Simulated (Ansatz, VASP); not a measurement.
**One calculation of C, two programs**

```
C
1.0
     1.28943    0.74445    3.26334
    -1.28943    0.74445    3.26334
     0.00000   -1.48890    3.26334
C
2
Cartesian
  0.0000 0.0000 1.6056
  0.0000 0.0000 8.1844
```

Change from the starting cell: strain +0.050 along x and y, -0.025 along z, atoms carried along.

Alike in both runs: task single point; functional PBE; dispersion D3(BJ); k mesh 15 × 15 × 15; occupations gaussian, width 0.05 eV; no spin polarisation.

```csv
,VASP,Ansatz
version,VASP 6.6.1,Ansatz 0.2.0
potentials or method,"VASP PAW PBE potentials, release 64 (C)","scalar-relativistic, plane waves, PAW"
plane-wave cutoff (eV),520,420
valence electrons in the cell,8,8
```

|  | VASP | Ansatz | Ansatz less VASP |
| --- | --- | --- | --- |
| gap on the k mesh at the Fermi level (eV) | 0.81 | 0.81 | +0.001 |
| least direct gap on the mesh (eV) | 0.90 | 0.90 | 0.000 |
| pressure (GPa) | -31.9 | -32.2 | -0.33 |
| largest component of the traceless stress (GPa) | 32.80 | 33.19 | +0.391 |
| rms of the force components (eV/Å) | 0.462 | 0.464 | +0.0017 |

Atom by atom the forces differ by 0.002 eV/Å (rms over components). The functional is the same, so the differences come from potentials, cutoffs and numerics.

Caveats: the cell as given lies far from equilibrium; so large a pressure means that the cell lies far from this level's equilibrium, or that cutoff or potentials fall short (VASP); an odd mesh through Γ misses points on the zone boundary, where band edges often lie.
